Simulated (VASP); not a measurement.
# TiO2 (Anatase) (I4_1/amd) in VASP: a series of runs

Aim: see how the results for TiO2 (Anatase) move with the level of theory and the settings. Levels: PBE, PBEsol. Tasks: G0W0 quasiparticle levels, phonons.

Everything below comes from runs of VASP 6.6.1. Logs are shortened: lines on timing, memory, paths and dates and some standing lists are left out, and cuts for length are marked.

## 1. Starting point

Symmetry: I4_1/amd, No. 141, tetragonal system. Conventional cell: a = 3.772 Å, b = 3.772 Å, c = 9.559 Å, α = 90.00°, β = 90.00°, γ = 90.00°. Ti (site symmetry -4m2) has 6 O at 1.93 to 1.98 Å as nearest neighbours. O (site symmetry 2mm) has 3 Ti at 1.93 to 1.98 Å as nearest neighbours.

## 2. G0W0 quasiparticle levels, PBE

File POSCAR:

```
TiO2                                    
1.0
   -1.8860493862      1.8860493862      4.7794973192
    1.8860493862     -1.8860493862      4.7794973192
    1.8860493862      1.8860493862     -4.7794973192
  Ti              O             
     2     4
Direct
     0.0000000000000000    0.0000000000000000    0.0000000000000000
     0.7500000000000000    0.2500000000000000    0.5000000000000000
     0.2075587141916415    0.2075587141916415    0.0000000000000000
     0.9575587141916415    0.4575587141916415    0.5000000000000000
     0.5424412858083585    0.0424412858083585    0.5000000000000000
     0.7924412858083585    0.7924412858083585    0.0000000000000000
```

File INCAR.step1:

```
SYSTEM = TiO2
PREC = Accurate
ENCUT = 500
EDIFF = 1E-8
ISMEAR = 0
SIGMA = 0.01
LREAL = .FALSE.
LASPH = .TRUE.
NELM = 80
ALGO = Normal
LWAVE = .TRUE.
LCHARG = .FALSE.
GGA = PE
KPAR = 4
```

File INCAR.step2:

```
SYSTEM = TiO2
PREC = Accurate
ENCUT = 500
EDIFF = 1E-8
ISMEAR = 0
SIGMA = 0.01
LREAL = .FALSE.
LASPH = .TRUE.
NELM = 1
ALGO = Exact
LWAVE = .TRUE.
LCHARG = .FALSE.
GGA = PE
KPAR = 4
NBANDS = 279
LOPTICS = .TRUE.
ISTART = 1
```

File INCAR.step3:

```
SYSTEM = TiO2
PREC = Accurate
ENCUT = 500
EDIFF = 1E-8
ISMEAR = 0
SIGMA = 0.01
LREAL = .FALSE.
LASPH = .TRUE.
ALGO = EVGW0
LWAVE = .FALSE.
LCHARG = .FALSE.
GGA = PE
KPAR = 4
NELMGW = 1
NBANDS = 279
ENCUTGW = 150
NOMEGA = 48
PRECFOCK = Fast
ISTART = 1
NBANDSGW = 32
```

File KPOINTS:

```
Automatic mesh
0
G
  4 4 4
  0 0 0
```

Potentials or basis: VASP PAW PBE potentials, release 64 (Ti_sv_GW, O_GW).

Run with:

```console
$ cat potpaw_PBE.64/Ti_sv_GW/POTCAR potpaw_PBE.64/O_GW/POTCAR > POTCAR
$ cp INCAR.step1 INCAR
$ mpirun -np 4 vasp_std > vasp.out
$ cp INCAR.step2 INCAR
$ mpirun -np 4 vasp_std > vasp.out
$ cp INCAR.step3 INCAR
$ mpirun -np 4 vasp_std > vasp.out
```

OUTCAR:

```text
SYSTEM = TiO2
   PREC = Accurate
   ENCUT = 500
   EDIFF = 1E-8
   ISMEAR = 0
   LREAL = .FALSE.
   LASPH = .TRUE.
   GGA = PE
   NELMGW = 1
   ENCUTGW = 150
   PRECFOCK = Fast
   ISTART = 1

 ion  position               nearest neighbor table
   1  0.000  0.000  0.000-   5 1.93   4 1.93   5 1.93   4 1.93   3 1.98   6 1.98
   2  0.750  0.250  0.500-   6 1.93   3 1.93   6 1.93   3 1.93   4 1.98   5 1.98
   3  0.208  0.208  0.000-   2 1.93   2 1.93   1 1.98
   4  0.958  0.458  0.500-   1 1.93   1 1.93   2 1.98
   5  0.542  0.042  0.500-   1 1.93   1 1.93   2 1.98
   6  0.792  0.792  0.000-   2 1.93   2 1.93   1 1.98

  LATTYP: Found a body centered tetragonal cell.
 ALAT       =     3.7720987724
 C/A-ratio  =     2.5341315843

  Lattice vectors:

 A1 = (  -1.8860493862,   1.8860493862,   4.7794973192)
 A2 = (   1.8860493862,  -1.8860493862,   4.7794973192)
 A3 = (   1.8860493862,   1.8860493862,  -4.7794973192)

Analysis of symmetry for initial positions (statically):
=====================================================================
 Subroutine PRICEL returns:
 Original cell was already a primitive cell.

 Routine SETGRP: Setting up the symmetry group for a
 body centered tetragonal supercell.

 Subroutine GETGRP returns: Found 16 space group operations
 (whereof  8 operations were pure point group operations)
 out of a pool of 16 trial point group operations.

The static configuration has the point symmetry D_2d.
 The point group associated with its full space group is D_4h.

Analysis of symmetry for dynamics (positions and initial velocities):
=====================================================================
 Subroutine PRICEL returns:
 Original cell was already a primitive cell.

 Routine SETGRP: Setting up the symmetry group for a
 body centered tetragonal supercell.

 Subroutine GETGRP returns: Found 16 space group operations
 (whereof  8 operations were pure point group operations)
 out of a pool of 16 trial point group operations.

The dynamic configuration has the point symmetry D_2d.
 The point group associated with its full space group is D_4h.

 Subroutine INISYM returns: Found 16 space group operations
 (whereof  8 operations are pure point group operations),
 and found     1 'primitive' translations

----------------------------------------------------------------------------------------

                                     Primitive cell

  volume of cell :      68.0062

  direct lattice vectors                    reciprocal lattice vectors
    -1.886049386  1.886049386  4.779497319     0.000000000  0.265104405  0.104613512
     1.886049386 -1.886049386  4.779497319     0.265104405  0.000000000  0.104613512
     1.886049386  1.886049386 -4.779497319     0.265104405  0.265104405  0.000000000

  length of vectors
     5.473386447  5.473386447  5.473386447     0.284998829  0.284998829  0.374914245

  position of ions in fractional coordinates (direct lattice)
     0.000000000  0.000000000  0.000000000
     0.750000000  0.250000000  0.500000000
     0.207558714  0.207558714  0.000000000
     0.957558714  0.457558714  0.500000000
     0.542441286  0.042441286  0.500000000
     0.792441286  0.792441286  0.000000000

  ion indices of the primitive-cell ions
   primitive index   ion index
                 1           1
                 2           2
                 3           3
                 4           4
                 5           5
                 6           6

----------------------------------------------------------------------------------------

 KPOINTS: Automatic mesh

Automatic generation of k-mesh.
 Grid dimensions read from file:
 generate k-points for:    4    4    4

 Generating k-lattice:

  Cartesian coordinates                     Fractional coordinates (reciprocal lattice)
     0.000000000  0.066276101  0.026153378     0.250000000  0.000000000  0.000000000
     0.066276101  0.000000000  0.026153378     0.000000000  0.250000000  0.000000000
     0.066276101  0.066276101  0.000000000     0.000000000  0.000000000  0.250000000

  Length of vectors
     0.071249707  0.071249707  0.093728561

  Shift w.r.t. Gamma in fractional coordinates (k-lattice)
     0.000000000  0.000000000  0.000000000

 Subroutine IBZKPT returns following result:
 ===========================================

 Found     13 irreducible k-points:

 Following reciprocal coordinates:
            Coordinates               Weight
  0.000000  0.000000  0.000000      1.000000
  0.250000 -0.000000  0.000000      8.000000
  0.500000 -0.000000  0.000000      4.000000
  0.250000  0.250000  0.000000      8.000000
  0.500000  0.250000  0.000000     16.000000
 -0.250000  0.250000  0.000000      4.000000
  0.500000  0.500000  0.000000      2.000000
  0.250000  0.250000  0.250000      2.000000
 -0.250000  0.250000  0.250000      4.000000
  0.500000  0.500000  0.250000      4.000000
 -0.250000  0.500000  0.250000      8.000000
 -0.250000 -0.250000  0.250000      2.000000
  0.500000  0.500000  0.500000      1.000000
   k-points           NKPTS =     13   k-points in BZ     NKDIM =     64   number of bands    NBANDS=    279
   number of dos      NEDOS =    301   number of ions     NIONS =      6
   total plane-waves  NPLWV =  64000
   dimension x,y,z NGX =    40 NGY =   40 NGZ =   40
   dimension x,y,z NGXF=    80 NGYF=   80 NGZF=   80
   ions per type =               2   4
   NGX,Y,Z   is equivalent  to a cutoff of  12.15, 12.15, 12.15 a.u.
   NGXF,Y,Z  is equivalent  to a cutoff of  24.30, 24.30, 24.30 a.u.
 SYSTEM =  TiO2
   PREC   = accura    normal or accurate (medium, high low for compatibility)
   ISTART =      1    job   : 0-new  1-cont  2-samecut
   ICHARG =      0    charge: 1-file 2-atom 10-const
   ISPIN  =      1    spin polarized calculation?
   LNONCOLLINEAR =      F non collinear calculations
   LSORBIT =      F    spin-orbit coupling
   LASPH  =      T    aspherical Exc in radial PAW
   ENCUT  =  500.0 eV  36.75 Ry    6.06 a.u.   9.98  9.98  9.98*2*pi/ulx,y,z
   NELM   =     60;   NELMIN=  2; NELMDL=  0     # of ELM steps
   EDIFF  = 0.1E-07   stopping-criterion for ELM
   LREAL  =      F    real-space projection
   EDIFFG = 0.1E-06   stopping-criterion for IOM
   NSW    =      0    number of steps for IOM
   IBRION =     -1    ionic relax: 0-MD 1-quasi-New 2-CG
   NFREE  =      0    steps in history (QN), initial steepest desc. (CG)
   ISIF   =      0    stress and relaxation
   ISYM   =      3    0-nonsym 1-usesym 2-fastsym
   POTIM  = 0.5000    time-step for ionic-motion
   TEBEG  =    0.0;   TEEND  =   0.0 temperature during run
   PSTRESS=    0.0 pullay stress
   NELECT =      48.0000    total number of electrons
   NUPDOWN=      -1.0000    fix difference up-down
   EMIN   =  10.00;   EMAX   =-10.00  energy-range for DOS
   EFERMI =   0.00;   METHOD = LEGACY
   ISMEAR =     0;   SIGMA  =   0.01  broadening in eV -4-tet -1-fermi 0-gaus
   EFERMI_NEDOS =   21; number of points for ismear=-14 and -15
   IALGO  =     38    algorithm
   IMIX   =      4    mixing-type and parameters
     AMIX     =   0.40;   BMIX     =  1.00
     AMIX_MAG =   1.60;   BMIX_MAG =  1.00
  volume/ion in A,a.u.               =      11.33        76.49
  Fermi-wavevector in a.u.,A,eV,Ry     =   1.457603  2.754469 28.907010  2.124605
  Thomas-Fermi vector in A             =   2.574385
   LORBIT       =      0    0 simple, 1 ext, 2 COOP (PROOUT), +10 PAW based schemes
   GGA     = PE    functional components
   LHFCALC =     T    Hartree Fock is set to
   PRECFOCK=fast      Normal, Fast or Accurate (Low or Medium for compatibility)
   ENCUT4O =  -1.0   cutoff for four orbital integrals eV
   NKREDX  =     1    reduce k-point grid by
   NKREDY  =     1    reduce k-point grid by
   NKREDZ  =     1    reduce k-point grid by
   AEXX    =    1.0000 exact exchange contribution
   HFSCREEN=    0.0000 screening length (either q_TF or 0.3 A-1)
   HFSCREENC=   0.0000 screening length for correlation (either q_TF or 0.3 A-1)
   ENCUTFOCK=  -1.0 apply spherical cutoff to Coloumb kernel
   IVDW    =     0    specifies the selected vdW correction
   LEPSILON=     F    determine dielectric tensor
   LRPA    =     F    only Hartree local field effects (RPA)
   LRPAFORCE           =     F    calculate RPA forces
   ENCUTGW             = 150.0    cutoff for response function in eV
   ENCUTGWSOFT         = 120.0    soft cutoff for Coulomb kernel in GW response function in eV
   ENCUTLF             =  -1.0    cutoff for local field effects
   NELMGW              =     1    number of iterations in solving QP/BSE equation
   NELMHF              =     1    number of iterations in the inner HF iteration
   NKREDLFX            =     1    NKREDLFY  =   1   NKREDLFZ  =   1
 non-spin polarized calculation
 Gauss-broadening in eV      SIGMA  =   0.01
  energy-cutoff  :      500.00
  volume of cell :       68.01
 maximum number of plane-waves:      1752
  NGX = 24; NGY = 24; NGZ = 24
   NGX = 19   NGY = 19   NGZ = 19
 maximum number of plane-waves:       293

 QP shifts <psi_nk| G(iteration)W_0 |psi_nk>: iteration 1
 for sc-GW calculations column KS-energies equals QP-energies in previous step
 and V_xc(KS)=  KS-energies - (<T + V_ion + V_H > + <T+V_H+V_ion>^1  + <V_x>^1)

 k-point   1 :       0.0000    0.0000    0.0000
  band No.  KS-energies  QP-energies   sigma(KS)   V_xc(KS)     V^pw_x(r,r')   Z            occupation Imag(sigma)

      1     -52.9263     -54.0029     -26.7608     -24.9379     -41.6855       0.5906       2.0000       1.8622
      2     -52.8661     -53.9522     -26.7858     -24.9920     -41.7099       0.6054       2.0000       1.8608
      3     -29.4058     -30.3147     -25.2616     -23.8543     -34.5491       0.6459       2.0000       1.2235
      4     -29.1671     -30.0938     -25.5052     -24.0960     -34.6326       0.6576       2.0000       1.1434
      5     -29.1671     -30.0938     -25.5052     -24.0960     -34.6326       0.6576       2.0000       1.1434
      6     -29.0959     -30.0162     -25.5639     -24.1626     -34.6645       0.6567       2.0000       1.1168
[... 24 lines left out ...]
     31       8.5182      10.1727     -19.9610     -22.2601     -13.9084       0.7196       0.0000      -0.3833
     32       8.7268      10.3868     -20.0402     -22.3778     -13.5326       0.7101       0.0000      -0.4336

 k-point   2 :       0.2500   -0.0000    0.0000
  band No.  KS-energies  QP-energies   sigma(KS)   V_xc(KS)     V^pw_x(r,r')   Z            occupation Imag(sigma)

      1     -52.9189     -53.9932     -26.7594     -24.9449     -41.6889       0.5921       2.0000       1.8614
      2     -52.8713     -53.9559     -26.7795     -24.9876     -41.7080       0.6053       2.0000       1.8602
      3     -29.3916     -30.2964     -25.2647     -23.8671     -34.5548       0.6474       2.0000       1.2198
      4     -29.2334     -30.1451     -25.4182     -24.0183     -34.6182       0.6512       2.0000       1.1770
      5     -29.1717     -30.0976     -25.4987     -24.0903     -34.6289       0.6574       2.0000       1.1446
      6     -29.1214     -30.0391     -25.5291     -24.1316     -34.6510       0.6567       2.0000       1.1280
[... 24 lines left out ...]
     31       8.7295      10.3606     -19.9366     -22.2312     -13.5750       0.7109       0.0000      -0.4266
     32       9.2986      10.9029     -20.1424     -22.4001     -14.0286       0.7106       0.0000      -0.4391
[... 358 lines left out ...]
     31       8.3315       9.9874     -19.7879     -22.0882     -13.5258       0.7199       0.0000      -0.3941
     32       8.6609      10.3134     -20.0585     -22.3743     -13.8215       0.7135       0.0000      -0.4120

 k-point  13 :       0.5000    0.5000    0.5000
  band No.  KS-energies  QP-energies   sigma(KS)   V_xc(KS)     V^pw_x(r,r')   Z            occupation Imag(sigma)

      1     -52.8963     -53.9761     -26.7732     -24.9649     -41.6976       0.5971       2.0000       1.8612
      2     -52.8963     -53.9761     -26.7732     -24.9649     -41.6976       0.5971       2.0000       1.8612
      3     -29.2106     -30.1194     -25.4402     -24.0537     -34.5931       0.6555       2.0000       1.1384
      4     -29.2106     -30.1194     -25.4402     -24.0537     -34.5931       0.6555       2.0000       1.1384
      5     -29.1904     -30.1167     -25.4831     -24.0652     -34.6320       0.6533       2.0000       1.1577
      6     -29.1904     -30.1167     -25.4831     -24.0652     -34.6320       0.6533       2.0000       1.1577
[... 24 lines left out ...]
     31       8.4095      10.0626     -19.8648     -22.1662     -13.6129       0.7183       0.0000      -0.3989
     32       8.4095      10.0626     -19.8648     -22.1662     -13.6129       0.7183       0.0000      -0.3989
```

Run time: 13 min. Hardware: 4 MPI ranks of Intel Xeon 6975P-C (Granite Rapids), shared host; peak memory 1.1 GiB.

What came out:

```
Band gap on the k mesh, mean-field level : 2.19 eV, indirect (least direct gap 2.48 eV)
Quasiparticle gap                        : 3.83 eV
Least direct quasiparticle gap           : 4.14 eV
```

Levels at points of the mesh, in eV from the valence-band top:
```
           k point  band 22  band 23  band 24  band 25  band 26  band 27
(0.00, 0.00, 0.00)    -0.73    -0.42    -0.42     2.19     2.92     4.11
(0.50, 0.00, 0.00)    -0.90    -0.79    -0.61     3.36     3.65     3.71
(0.50, 0.50, 0.00)    -2.02     0.00     0.00     3.40     3.40     3.89
(0.50, 0.50, 0.50)    -1.22    -0.07    -0.07     2.54     2.54     3.87
```

Caveat: the k mesh is coarse (spacing up to 0.59 Å⁻¹), so the values aren't converged; bands, screening cutoff and mesh are small and nothing is extrapolated, so the quasiparticle values aren't converged. A k mesh can miss the band edges.

(Part 1 of 2 ends here.)
